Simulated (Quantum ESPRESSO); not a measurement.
## Nb under changes of volume

One of the cells (18.428 Å³/atom); the others are scaled copies at fixed shape and fractional positions:

```xyz
1
Lattice="-1.6640 1.6640 1.6640 1.6640 -1.6640 1.6640 1.6640 1.6640 -1.6640" Properties=species:S:1:pos:R:3 pbc="T T T"
Nb    0.0000    0.0000    0.0000
```

- Program: Quantum ESPRESSO 7.5
- Functional: LDA
- Potentials or basis: PseudoDojo 0.4.1 SR LDA standard
- Cutoff: 1116 eV
- Density cutoff: 4463 eV
- k mesh: 11 × 11 × 11
- Occupations: fermi-dirac, width 0.05 eV
- Spin: no spin polarisation

```csv
volume (Å³/atom),energy over the lowest point (meV/atom),pressure (GPa)
17.322,0.00,-1.2
17.691,6.85,-4.9
18.060,21.76,-8.3
18.428,?,?
18.797,73.32,-14.2
19.165,108.82,-16.8
19.534,150.06,-19.1
```

Q: What does the run at 18.428 Å³/atom give?

A: Energy over the lowest point 44.11 meV/atom; pressure -11.4 GPa.

Worked out: A Birch-Murnaghan fit of order 3 (a polynomial in V^(-2/3)) to the other rows has its minimum at 17.22 Å³/atom, just outside them, with B0 = V·E''(V) = 184 GPa and B' = 3.0. It gives 44.11 meV/atom at 18.428 Å³/atom, against the run's 44.11, and -dE/dV = -11.3 GPa, against -11.4.

Energies are extrapolated to zero smearing.
